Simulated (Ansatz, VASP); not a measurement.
**Ag in VASP and in Ansatz**

INCAR

```
ALGO     = Fast           # electronic algorithm
EDIFF    = 1E-7           # SCF threshold, eV
EDIFFG   = -0.02          # ionic threshold
ENCUT    = 600            # plane-wave cutoff, eV
GGA      = RP             # functional
IBRION   = 2              # ionic algorithm
ISIF     = 3              # what is computed and relaxed
ISMEAR   = -1             # smearing method
IVDW     = 12             # dispersion correction
LASPH    = True           # aspherical terms in the spheres
LCHARG   = False          # write CHGCAR
LREAL    = False          # projectors in reciprocal space
LWAVE    = False          # write WAVECAR
NELM     = 80             # most SCF steps
NSW      = 40             # ionic steps
PREC     = Accurate       # precision mode
SIGMA    = 0.05           # smearing width, eV
```

File KPOINTS:

```
k-points
0
Gamma
  11 11 11
```

Contents of POSCAR:

```
Ag
1.0
    0.0000000000      2.0427500000      2.0427500000
    2.0427500000      0.0000000000      2.0427500000
    2.0427500000      2.0427500000      0.0000000000
Ag
1
Direct
    0.0000000000      0.0000000000      0.0000000000
```

The input input.yaml:

```yaml
crystal:
  lattice:
    - [0.0, 2.04275, 2.04275]
    - [2.04275, 0.0, 2.04275]
    - [2.04275, 2.04275, 0.0]
  atoms:
    - { symbol: Ag, position: [0.0, 0.0, 0.0] }
hamiltonian:
  xc: rpbe
  pseudopotentials: { kind: paw }
  dispersion: d3bj
kpoints:
  mp_grid: { grid: [11, 11, 11] }
scf:
  occupations: { method: fermi_dirac, width: 0.05 }
output:
  forces: true
  stress: true
relax:
  f_tol: 0.01
  max_steps: 40
  cell: { stress_tol: 0.05 }
```

Alike in both runs: task relaxation of cell and atoms; functional RPBE; dispersion D3(BJ); k mesh 11 × 11 × 11; occupations fermi-dirac, width 0.05 eV; no spin polarisation.

|  | VASP | Ansatz |
| --- | --- | --- |
| version | VASP 6.6.1 | Ansatz 0.2.0 |
| potentials or method | VASP PAW PBE potentials, release 64 (Ag) | Ansatz PAW |
| plane-wave cutoff (eV) | 600 | 420 |
| valence electrons in the cell | 11 | 19 |

VASP gave:

```
relaxed volume (Å³/atom)                                     : 14.18
relaxed cell length with the largest relative difference (Å) : 2.717
energy change over the relaxation (meV/atom)                 : -286
```

Question: Which values does Ansatz return?

Answer: Relaxed volume (Å³/atom): 14.20; relaxed cell length with the largest relative difference (Å): 2.718; energy change over the relaxation (meV/atom): -281.

The two sets of potentials don't hold the same shells in valence.

Caveats: the volume moved by over 15 % at a fixed basis, so the end points are rough; the volume moved by -17 % from the deposited cell, more than functionals usually miss; the PAW data sets were made with another functional, which shifts forces and pressure a little (VASP); pairwise dispersion overbinds metals, which lowers pressure and volume (VASP); the plane-wave basis is chosen anew once the cell has moved, so the energies of steps on either side of that aren't comparable (Ansatz); the PAW data sets come from PBE, with cores solved anew for the run's functional, which leaves a small shift of forces and pressure (Ansatz).
